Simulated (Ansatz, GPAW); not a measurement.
This is a calculation of SrO for GPAW 26.7.0 (ASE script). 

run.py

```python
from ase.dft.bandgap import bandgap
from ase.io import read, write
from ase.units import Bohr, GPa
from gpaw import GPAW, PW
from gpaw.elf import elf_from_dft_calculation

atoms = read('POSCAR')

calc = GPAW(mode=PW(800),
            xc='PBE',
            kpts={'size': (9, 9, 9), 'gamma': True},
            occupations={'name': 'methfessel-paxton', 'order': 0, 'width': 0.020999999999999998},
            nbands=16,
            convergence={'density': 1e-05, 'energy': 1e-05},
            maxiter=150,
            txt='gpaw.txt')
atoms.calc = calc
energy = atoms.get_potential_energy()
forces = atoms.get_forces()
stress = atoms.get_stress()
calc.write('gs.gpw')
write('result.traj', atoms)
print(f'Energy: {energy:.6f} eV')
print('Forces (eV/A):')
print(forces.round(4))
print('Stress (GPa):', (stress / GPa).round(3))
print('Fermi level:', round(calc.get_fermi_level(), 4), 'eV')
print(f'Gap: {bandgap(calc)[0]:.4f} eV, direct: {bandgap(calc, direct=True)[0]:.4f} eV')

# fields on the real-space grid
write('density.cube', atoms, data=calc.get_pseudo_density() * Bohr**3)
write('potential.cube', atoms, data=calc.get_electrostatic_potential())
write('elf.cube', atoms, data=elf_from_dft_calculation(calc).data)
```

POSCAR

```
SrO
1.0
    0.0000000000      2.5663000000      2.5663000000
    2.5663000000      0.0000000000      2.5663000000
    2.5663000000      2.5663000000      0.0000000000
Sr O
1 1
Direct
    0.5000000000      0.5000000000      0.5000000000
    0.0000000000      0.0000000000      0.0000000000
```

Potentials or basis: GPAW PAW data sets (gpaw-data 1.2.1), pw.

Launch:

```bash
$ OMP_NUM_THREADS=1 python run.py
```

Problem. What does the same run look like in Ansatz 0.2.0? Potentials or basis there: all-electron LAPW, scalar-relativistic.

Solution. As run (cutoffs and basis follow the program's own potentials, and thresholds, step limits or extra output files can differ):

input.yaml

```yaml
crystal:
  lattice:
    - [0.0, 2.5663, 2.5663]
    - [2.5663, 0.0, 2.5663]
    - [2.5663, 2.5663, 0.0]
  atoms:
    - { symbol: Sr, position: [0.5, 0.5, 0.5] }
    - { symbol: O, position: [0.0, 0.0, 0.0] }
kpoints:
  mp_grid: { grid: [9, 9, 9] }
scf:
  occupations: { method: gaussian, width: 0.021 }
hamiltonian:
  xc: pbe
  pseudopotentials: { kind: all_electron, lapw: { basis_error: 0.001 } }
output:
  forces: true
  stress: true
  eigenvalues: true
```

Potentials or basis: all-electron LAPW, scalar-relativistic.

Run with:

```console
$ ansatz run input.yaml --threads 1 --pin off --max-ram 3072MiB --backend cpu --events-out ev --progress --plain --runs-dir out
```

Both were run:

|  | GPAW | Ansatz |
| --- | --- | --- |
| Pressure | 3.8 GPa | 3.3 GPa |

Where Ansatz's input types no cutoff or centring, it takes its own default and a Γ-centred mesh.

Pressure is positive in compression.
